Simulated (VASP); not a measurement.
# InAs (Fm-3m) in VASP: further runs, part 2 of 2

VASP 6.6.1.

**6. Single point, LDA (grid = ENCUT=500 dk=0.45 cell=2x2x2 ISMEAR=0 SIGMA=0.05 LREAL=Auto EDIFF=1e-06)**

The input, INCAR:

```
ALGO = Fast
EDIFF = 1E-6
ENCUT = 500
GGA = CA
ISIF = 2
ISMEAR = 0
LASPH = T
LCHARG = F
LREAL = Auto
LWAVE = F
NBANDS = 80
NELM = 120
PREC = Accurate
SIGMA = 0.05
```

The input, KPOINTS:

```
k-points
0
Gamma
  3 3 3
```

The input, POSCAR:

```
InAs
1.0
    0.0000000000      5.7546080000      5.7546080000
    5.7546080000      0.0000000000      5.7546080000
    5.7546080000      5.7546080000      0.0000000000
As In
8 8
Direct
    0.2500000000      0.2500000000      0.2500000000
    0.0000000000      0.0000000000      0.0000000000
    0.0000000000      0.5000000000      0.0000000000
    0.0000000000      0.5000000000      0.5000000000
    0.5000000000      0.0000000000      0.0000000000
    0.5000000000      0.0000000000      0.5000000000
    0.5000000000      0.5000000000      0.0000000000
    0.5000000000      0.5000000000      0.5000000000
    0.2500000000      0.2500000000      0.7500000000
    0.2500000000      0.7500000000      0.2500000000
    0.2500000000      0.7500000000      0.7500000000
    0.7500000000      0.2500000000      0.2500000000
    0.7500000000      0.2500000000      0.7500000000
    0.7500000000      0.7500000000      0.2500000000
    0.7500000000      0.7500000000      0.7500000000
    0.0000000000      0.0000000000      0.5000000000
```

Potentials or basis: VASP PAW LDA potentials, release 64 (As, In_d).

Launch:

```bash
$ cat potpaw_LDA.64/As/POTCAR potpaw_LDA.64/In_d/POTCAR > POTCAR
$ mpirun -np 1 vasp_std > vasp.out
```

OUTCAR:

```text
EDIFF = 1E-6
   ENCUT = 500
   GGA = CA
   ISIF = 2
   ISMEAR = 0
   LASPH = T
   LREAL = Auto
   NELM = 120
   PREC = Accurate

 Found      6 irreducible k-points:

 Following reciprocal coordinates:
            Coordinates               Weight
  0.000000  0.000000  0.000000      1.000000
  0.333333  0.000000  0.000000      8.000000
  0.333333  0.333333  0.000000      2.000000
  0.000000  0.333333  0.333333      4.000000
 -0.333333  0.333333  0.000000      4.000000
  0.000000 -0.333333  0.333333      8.000000
[... 579 lines left out ...]
  Total      -10.2956740    -10.2956740     -9.8673062     -0.0000000      0.0000000      0.0000000
  in kB      -43.2800878    -43.2800878    -41.4793513     -0.0000000      0.0000000      0.0000000
  external PRESSURE =     -42.6798423 kB  Pullay stress =       0.0000000 kB

 VOLUME and BASIS-vectors are now :
 -----------------------------------------------------------------------------
  energy-cutoff  :      500.00
  volume of cell :      381.13
      direct lattice vectors                 reciprocal lattice vectors
     0.000000000  5.754608000  5.754608000    -0.086886891  0.086886891  0.086886891
     5.754608000  0.000000000  5.754608000     0.086886891 -0.086886891  0.086886891
     5.754608000  5.754608000  0.000000000     0.086886891  0.086886891 -0.086886891

 POSITION                                       TOTAL-FORCE (eV/Angst)
 -----------------------------------------------------------------------------------
      2.87730      2.87730      2.87730         0.000000      0.000000      0.732301
      0.00000      0.00000      0.00000        -0.000000     -0.000000     -0.014496
      2.87730      0.00000      2.87730         0.000000      0.343951     -0.034555
      5.75461      2.87730      2.87730        -0.343951      0.000000     -0.034555
      0.00000      2.87730      2.87730         0.343951      0.000000     -0.034555
      2.87730      5.75461      2.87730         0.000000     -0.343951     -0.034555
[... 8 lines left out ...]
      8.63191      8.63191      8.63191         0.000000      0.000000     -0.715240
      2.87730      2.87730      0.00000         0.000000      0.000000      0.529064
 -----------------------------------------------------------------------------------
    total drift:                                0.000000      0.000000      0.000098

  FREE ENERGIE OF THE ION-ELECTRON SYSTEM (eV)
  ---------------------------------------------------
  free  energy   TOTEN  =       -68.8022201771 eV

  energy  without entropy=      -68.7849642458  energy(sigma->0) =      -68.79359221
```

OSZICAR:

```text
N       E                     dE             d eps       ncg     rms          rms(c)
DAV:   1     0.159286786219E+04    0.15929E+04   -0.61774E+04   960   0.207E+03
DAV:   2     0.204365560957E+03   -0.13885E+04   -0.13686E+04   960   0.576E+02
DAV:   3    -0.475024039965E+02   -0.25187E+03   -0.24260E+03  1080   0.242E+02
DAV:   4    -0.692541106568E+02   -0.21752E+02   -0.21053E+02  1168   0.654E+01
DAV:   5    -0.700301228813E+02   -0.77601E+00   -0.76875E+00  1136   0.119E+01    0.131E+01
RMM:   6    -0.688597721754E+02    0.11704E+01   -0.31299E+00  1125   0.769E+00    0.646E+00
RMM:   7    -0.688103118121E+02    0.49460E-01   -0.13356E+00  1275   0.342E+00    0.179E+00
RMM:   8    -0.687978951321E+02    0.12417E-01   -0.17787E-01  1162   0.265E+00    0.978E-01
RMM:   9    -0.688018496781E+02   -0.39545E-02   -0.70518E-02  1558   0.109E+00    0.117E+00
RMM:  10    -0.688026882724E+02   -0.83859E-03   -0.12696E-02  1520   0.468E-01    0.741E-01
RMM:  11    -0.688022839841E+02    0.40429E-03   -0.53943E-03  1395   0.265E-01    0.752E-01
RMM:  12    -0.688021777814E+02    0.10620E-03   -0.15635E-03  1476   0.154E-01    0.663E-02
RMM:  13    -0.688022121553E+02   -0.34374E-04   -0.56940E-04  1594   0.725E-02    0.132E-01
RMM:  14    -0.688022239401E+02   -0.11785E-04   -0.10234E-04  1471   0.364E-02    0.357E-02
RMM:  15    -0.688022206465E+02    0.32936E-05   -0.39874E-05  1336   0.232E-02    0.812E-02
RMM:  16    -0.688022206759E+02   -0.29395E-07   -0.15090E-05  1201   0.126E-02    0.417E-02
RMM:  17    -0.688022201771E+02    0.49875E-06   -0.49862E-06   785   0.959E-03
   1 F= -.68802220E+02 E0= -.68793592E+02  d E =-.172559E-01
```

stdout:

```text
POSCAR found type information on POSCAR AsIn
 POSCAR found :  2 types and      16 ions
 scaLAPACK will be used
 LDA part: xc-table for (Slater(with rela. corr.)+CA(PZ))
 , standard interpolation
 POSCAR, INCAR and KPOINTS ok, starting setup
 FFT: planning ... GRIDC
 FFT: planning ... GRID_SOFT
 FFT: planning ... GRID
 WAVECAR not read
 entering main loop
```

Wall time 2.8 min (1 thread of Intel Xeon 6975P-C (Granite Rapids), shared host); peak memory 0.41 GiB.

These settings aren't checked as converged: the numbers below hold their error.

What came out:

```yaml
Free_energy: -68.8022 eV
Pressure: -4.3 GPa
Largest_force: 0.798 eV/Å
Band_gap_on_the_k_mesh: none (metal or under the smearing width)
```

**7. The reference run**

An earlier run on the cell as given: functional PBE; potentials or basis VASP PAW PBE potentials, release 64 (In_d, As); cutoff 520 eV; k mesh 8 × 8 × 8; occupations fermi-dirac, width 0.05 eV; no spin polarisation.

* Pressure: 0.0 GPa
* Band gap on the k mesh: none (metal or under the smearing width)
